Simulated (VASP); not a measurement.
# CuH2 (P-3m1) in VASP: single point with PBE

Aim: the single point of CuH2 with PBE.

All numbers are computed with VASP 6.6.1; they aren't measurements. Logs are shortened: lines on timing, memory, paths and dates and some standing lists are left out, and cuts for length are marked.

### 1 Starting point

Symmetry: P-3m1, No. 164, trigonal system. Conventional cell: a = 2.558 Å, b = 2.558 Å, c = 4.873 Å, α = 90.00°, β = 90.00°, γ = 120.00°. Cu (site symmetry -3m) has 6 H at 1.77 Å as nearest neighbours. H (site symmetry 3m) has 3 Cu at 1.77 Å as nearest neighbours.

The cell comes from a database or a generator and needn't be the stable form of this composition.

### 2 Single point, PBE

The input, INCAR:

```
SYSTEM = CuH2
PREC = Accurate
ENCUT = 520
EDIFF = 1E-7
ISMEAR = -1
SIGMA = 0.05
LREAL = .False.
LASPH = .True.
NELM = 100
ALGO = Normal
ISIF = 2
LWAVE = .False.
LCHARG = .False.
GGA = PE
NBANDS = 14
```

The input, KPOINTS:

```
regular mesh
0
Gamma
  14 14 8
  0 0 0
```

The input, POSCAR:

```
CuH2
1.0
    2.5576488808      0.0000000000      0.0000000000
   -1.2788244404      2.2149889047      0.0000000000
    0.0000000000      0.0000000000      4.8725133106
Cu H
1 2
Direct
    0.0000000000      0.0000000000      0.0000000000
    0.3333333333      0.6666666667      0.1996021845
    0.6666666667      0.3333333333      0.8003978155
```

Potentials or basis: VASP PAW PBE potentials, release 64 (Cu, H).

Run with:

```console
cat potpaw_PBE.64/Cu/POTCAR potpaw_PBE.64/H/POTCAR > POTCAR
mpirun -np 1 vasp_std > vasp.out
```

OUTCAR:

```text
SYSTEM = CuH2
   PREC = Accurate
   ENCUT = 520
   EDIFF = 1E-7
   ISMEAR = -1
   LREAL = .False.
   LASPH = .True.
   NELM = 100
   ISIF = 2
   GGA = PE

 ion  position               nearest neighbor table
   1  0.000  0.000  0.000-   2 1.77   3 1.77   2 1.77   3 1.77   3 1.77   2 1.77
   2  0.333  0.667  0.200-   1 1.77   1 1.77   1 1.77
   3  0.667  0.333  0.800-   1 1.77   1 1.77   1 1.77

  LATTYP: Found a hexagonal cell.
 ALAT       =     2.5576488808
 C/A-ratio  =     1.9050751443

  Lattice vectors:

 A1 = (   2.5576488808,   0.0000000000,   0.0000000000)
 A2 = (  -1.2788244404,   2.2149889047,   0.0000000000)
 A3 = (   0.0000000000,   0.0000000000,   4.8725133106)

Analysis of symmetry for initial positions (statically):
=====================================================================
 Subroutine PRICEL returns:
 Original cell was already a primitive cell.

 Routine SETGRP: Setting up the symmetry group for a
 hexagonal supercell.

 Subroutine GETGRP returns: Found 12 space group operations
 (whereof 12 operations were pure point group operations)
 out of a pool of 24 trial point group operations.

The static configuration has the point symmetry D_3d.

Analysis of symmetry for dynamics (positions and initial velocities):
=====================================================================
 Subroutine PRICEL returns:
 Original cell was already a primitive cell.

 Routine SETGRP: Setting up the symmetry group for a
 hexagonal supercell.

 Subroutine GETGRP returns: Found 12 space group operations
 (whereof 12 operations were pure point group operations)
 out of a pool of 24 trial point group operations.

The dynamic configuration has the point symmetry D_3d.

 Subroutine INISYM returns: Found 12 space group operations
 (whereof 12 operations are pure point group operations),
 and found     1 'primitive' translations

----------------------------------------------------------------------------------------

                                     Primitive cell

  volume of cell :      27.6036

  direct lattice vectors                    reciprocal lattice vectors
     2.557648881  0.000000000  0.000000000     0.390984082  0.225734765  0.000000000
    -1.278824440  2.214988905  0.000000000     0.000000000  0.451469530  0.000000000
     0.000000000  0.000000000  4.872513311     0.000000000  0.000000000  0.205232892

  length of vectors
     2.557648881  2.557648881  4.872513311     0.451469530  0.451469530  0.205232892

  position of ions in fractional coordinates (direct lattice)
     0.000000000  0.000000000  0.000000000
     0.333333333  0.666666667  0.199602185
     0.666666667  0.333333333  0.800397815

  ion indices of the primitive-cell ions
   primitive index   ion index
                 1           1
                 2           2
                 3           3

----------------------------------------------------------------------------------------

 KPOINTS: regular mesh

Automatic generation of k-mesh.
 Grid dimensions read from file:
 generate k-points for:   14   14    8

 Generating k-lattice:

  Cartesian coordinates                     Fractional coordinates (reciprocal lattice)
     0.027927434  0.016123912  0.000000000     0.071428571  0.000000000  0.000000000
     0.000000000  0.032247824  0.000000000     0.000000000  0.071428571  0.000000000
     0.000000000  0.000000000  0.025654112     0.000000000  0.000000000  0.125000000

  Length of vectors
     0.032247824  0.032247824  0.025654112

  Shift w.r.t. Gamma in fractional coordinates (k-lattice)
     0.000000000  0.000000000  0.000000000

 Subroutine IBZKPT returns following result:
 ===========================================

 Found    168 irreducible k-points:

 Following reciprocal coordinates:
            Coordinates               Weight
  0.000000  0.000000  0.000000      1.000000
  0.071429 -0.000000  0.000000      6.000000
  0.142857 -0.000000  0.000000      6.000000
  0.214286 -0.000000  0.000000      6.000000
  0.285714 -0.000000  0.000000      6.000000
  0.357143 -0.000000  0.000000      6.000000
[... 16 lines left out ...]
  0.285714  0.285714  0.000000      6.000000
  0.357143  0.285714  0.000000      6.000000
 [... further k-points ...]
   k-points           NKPTS =    168   k-points in BZ     NKDIM =    168   number of bands    NBANDS=     14
   number of dos      NEDOS =    301   number of ions     NIONS =      3
   total plane-waves  NPLWV =  14400
   dimension x,y,z NGX =    20 NGY =   20 NGZ =   36
   dimension x,y,z NGXF=    40 NGYF=   40 NGZF=   72
   ions per type =               1   2
   NGX,Y,Z   is equivalent  to a cutoff of  13.00, 13.00, 12.28 a.u.
   NGXF,Y,Z  is equivalent  to a cutoff of  26.00, 26.00, 24.57 a.u.
 SYSTEM =  CuH2
   PREC   = accura    normal or accurate (medium, high low for compatibility)
   ISTART =      0    job   : 0-new  1-cont  2-samecut
   ICHARG =      2    charge: 1-file 2-atom 10-const
   ISPIN  =      1    spin polarized calculation?
   LNONCOLLINEAR =      F non collinear calculations
   LSORBIT =      F    spin-orbit coupling
   LASPH  =      T    aspherical Exc in radial PAW
   ENCUT  =  520.0 eV  38.22 Ry    6.18 a.u.   4.76  4.76  9.06*2*pi/ulx,y,z
   NELM   =    100;   NELMIN=  2; NELMDL= -5     # of ELM steps
   EDIFF  = 0.1E-06   stopping-criterion for ELM
   LREAL  =      F    real-space projection
   EDIFFG = 0.1E-05   stopping-criterion for IOM
   NSW    =      0    number of steps for IOM
   IBRION =     -1    ionic relax: 0-MD 1-quasi-New 2-CG
   NFREE  =      0    steps in history (QN), initial steepest desc. (CG)
   ISIF   =      2    stress and relaxation
   ISYM   =      2    0-nonsym 1-usesym 2-fastsym
   POTIM  = 0.5000    time-step for ionic-motion
   TEBEG  =    0.0;   TEEND  =   0.0 temperature during run
   PSTRESS=    0.0 pullay stress
   NELECT =      13.0000    total number of electrons
   NUPDOWN=      -1.0000    fix difference up-down
   EMIN   =  10.00;   EMAX   =-10.00  energy-range for DOS
   EFERMI =   0.00;   METHOD = LEGACY
   ISMEAR =    -1;   SIGMA  =   0.05  broadening in eV -4-tet -1-fermi 0-gaus
   EFERMI_NEDOS =   21; number of points for ismear=-14 and -15
   IALGO  =     38    algorithm
   IMIX   =      4    mixing-type and parameters
     AMIX     =   0.40;   BMIX     =  1.00
     AMIX_MAG =   1.60;   BMIX_MAG =  1.00
  volume/ion in A,a.u.               =       9.20        62.09
  Fermi-wavevector in a.u.,A,eV,Ry     =   1.273701  2.406946 22.072921  1.622314
  Thomas-Fermi vector in A             =   2.406510
   LORBIT       =      0    0 simple, 1 ext, 2 COOP (PROOUT), +10 PAW based schemes
   GGA     = PE    functional components
   LHFCALC =     F    Hartree Fock is set to
   AEXX    =    0.0000 exact exchange contribution
   IVDW    =     0    specifies the selected vdW correction
   LEPSILON=     F    determine dielectric tensor
   LRPA    =     F    only Hartree local field effects (RPA)
 non-spin polarized calculation
  energy-cutoff  :      520.00
  volume of cell :       27.60
 maximum number of plane-waves:       762
 NGX is ok and might be reduce to    20
   NGX =  9   NGY =  9   NGZ = 19

 number of electron      12.9999997 magnetization

 Free energy of the ion-electron system (eV)
  ---------------------------------------------------
  ext. energy  EPLUGINS =         0.00000000
  ---------------------------------------------------
  free energy    TOTEN  =        -9.55978612 eV

  energy without entropy =       -9.55619093  energy(sigma->0) =       -9.55798853

 E-fermi :   2.3967     XC(G=0):  -9.1958

 val. band max:        2.3305860264   @ k =   0.0000   0.3571   0.1250
 cond. band min:       2.4135519004   @ k =   0.2143   0.2143   0.2500
 fundamental gap:      0.0829658740
 Fermi energy:         2.3967137266

 k-point     1 :       0.0000    0.0000    0.0000
  band No.  band energies     occupation
      1      -8.4040      2.00000
      2      -2.8299      2.00000
      3      -2.1654      2.00000
      4      -1.8541      2.00000
      5      -1.8541      2.00000
      6      -0.9272      2.00000
      7      -0.9272      2.00000
      8       5.8775      0.00000
      9      17.1319      0.00000
     10      17.4395      0.00000
     11      21.4734      0.00000
     12      24.5680      0.00000
     13      24.5680      0.00000
     14      25.1698      0.00000

 k-point     2 :       0.0714   -0.0000    0.0000
  band No.  band energies     occupation
      1      -8.2493      2.00000
      2      -2.9726      2.00000
      3      -2.1182      2.00000
      4      -1.8255      2.00000
      5      -1.7969      2.00000
      6      -0.9393      2.00000
      7      -0.7415      2.00000
      8       5.9960      0.00000
      9      16.6752      0.00000
     10      17.0642      0.00000
     11      21.3032      0.00000
     12      22.5702      0.00000
     13      22.9027      0.00000
     14      25.2667      0.00000

 k-point     3 :       0.1429   -0.0000    0.0000
  band No.  band energies     occupation
      1      -7.7932      2.00000
      2      -3.2516      2.00000
      3      -2.0073      2.00000
      4      -1.8376      2.00000
      5      -1.6341      2.00000
      6      -0.9724      2.00000
      7      -0.2025      2.00000
      8       6.3562      0.00000
      9      15.0349      0.00000
     10      16.0526      0.00000
     11      20.5738      0.00000
     12      21.0095      0.00000
     13      21.9886      0.00000
     14      24.4818      0.00000

 k-point     4 :       0.2143   -0.0000    0.0000
  band No.  band energies     occupation
      1      -7.0650      2.00000
      2      -3.5206      2.00000
      3      -2.0381      2.00000
      4      -1.7285      2.00000
      5      -1.3941      2.00000
      6      -1.0156      2.00000
      7       0.5893      2.00000
      8       6.9678      0.00000
      9      12.5768      0.00000
     10      14.5771      0.00000
     11      19.3410      0.00000
     12      19.9642      0.00000
     13      21.9841      0.00000
     14      22.9400      0.00000

 k-point     5 :       0.2857   -0.0000    0.0000
  band No.  band energies     occupation
      1      -6.1377      2.00000
      2      -3.7060      2.00000
      3      -2.1763      2.00000
      4      -1.5148      2.00000
      5      -1.1669      2.00000
      6      -1.0099      2.00000
      7       1.5366      2.00000
      8       7.8189      0.00000
      9      10.0763      0.00000
     10      12.7991      0.00000
     11      17.9536      0.00000
[... 276 lines left out ...]
 k-point    22 :       0.3571    0.2143    0.0000
  band No.  band energies     occupation
      1      -4.1662      2.00000
      2      -3.4168      2.00000
      3      -2.2396      2.00000
      4      -1.4870      2.00000
      5      -1.1273      2.00000
      6       0.7005      2.00000
      7       3.0986      0.00000
      8       7.2451      0.00000
      9       8.8214      0.00000
     10      10.7956      0.00000
     11      12.4736      0.00000
     12      14.1712      0.00000
     13      15.3922      0.00000
     14      19.5228      0.00000

 k-point    23 :       0.2857    0.2857    0.0000
  band No.  band energies     occupation
      1      -3.9079      2.00000
      2      -3.7245      2.00000
      3      -2.0875      2.00000
      4      -1.6401      2.00000
      5      -1.1243      2.00000
      6       0.9468      2.00000
      7       3.1601      0.00000
      8       7.1617      0.00000
      9       8.9708      0.00000
     10      10.6813      0.00000
     11      12.7049      0.00000
     12      12.9775      0.00000
     13      16.4579      0.00000
     14      18.0071      0.00000

 k-point    24 :       0.3571    0.2857    0.0000
  band No.  band energies     occupation
      1      -3.8897      2.00000
      2      -3.6093      2.00000
      3      -2.0125      2.00000
      4      -1.7198      2.00000
      5      -1.0998      2.00000
      6       1.6603      2.00000
      7       2.6889      0.00578
      8       6.7328      0.00000
      9       9.7975      0.00000
     10      10.1570      0.00000
     11      11.8406      0.00000
     12      14.1533      0.00000
     13      15.1048      0.00000
     14      17.5273      0.00000

 [... further k-points ...]

------------------------ aborting loop because EDIFF is reached ----------------------------------------

  FORCE on cell =-STRESS in cart. coord.  units (eV):
  Direction    XX          YY          ZZ          XY          YZ          ZX
  --------------------------------------------------------------------------------------
  -------------------------------------------------------------------------------------
  Total        0.0314058      0.0314058      0.0118763      0.0000000      0.0000000      0.0000000
  in kB        1.8228680      1.8228680      0.6893265      0.0000000      0.0000000      0.0000000
  external PRESSURE =       1.4450208 kB  Pullay stress =       0.0000000 kB

 VOLUME and BASIS-vectors are now :
 -----------------------------------------------------------------------------
  energy-cutoff  :      520.00
  volume of cell :       27.60
      direct lattice vectors                 reciprocal lattice vectors
     2.557648881  0.000000000  0.000000000     0.390984082  0.225734765  0.000000000
    -1.278824440  2.214988905  0.000000000     0.000000000  0.451469530  0.000000000
     0.000000000  0.000000000  4.872513311     0.000000000  0.000000000  0.205232892

 POSITION                                       TOTAL-FORCE (eV/Angst)
 -----------------------------------------------------------------------------------
      0.00000      0.00000      0.00000        -0.000000      0.000000      0.000000
     -0.00000      1.47666      0.97256         0.000000     -0.000000      0.016265
      1.27882      0.73833      3.89995        -0.000000      0.000000     -0.016265
 -----------------------------------------------------------------------------------
    total drift:                               -0.000000     -0.000000      0.000000

  FREE ENERGIE OF THE ION-ELECTRON SYSTEM (eV)
  ---------------------------------------------------
  free  energy   TOTEN  =        -9.5597861240 eV

  energy  without entropy=       -9.5561909348  energy(sigma->0) =       -9.55798853
```

Wall time 32 s (1 thread of AMD EPYC 9R45 (Zen 5), shared host); peak memory 0.15 GiB.

Results:

```
Free energy            : -9.5598 eV
Pressure               : 0.1 GPa
Largest force          : 0.016 eV/Å
Band gap on the k mesh : none (metal or under the smearing width)
```

Forces in eV/Å, atoms in the order of the input:
```
Cu   0.000  0.000  0.000
H    0.000  0.000  0.016
H    0.000  0.000 -0.016
```
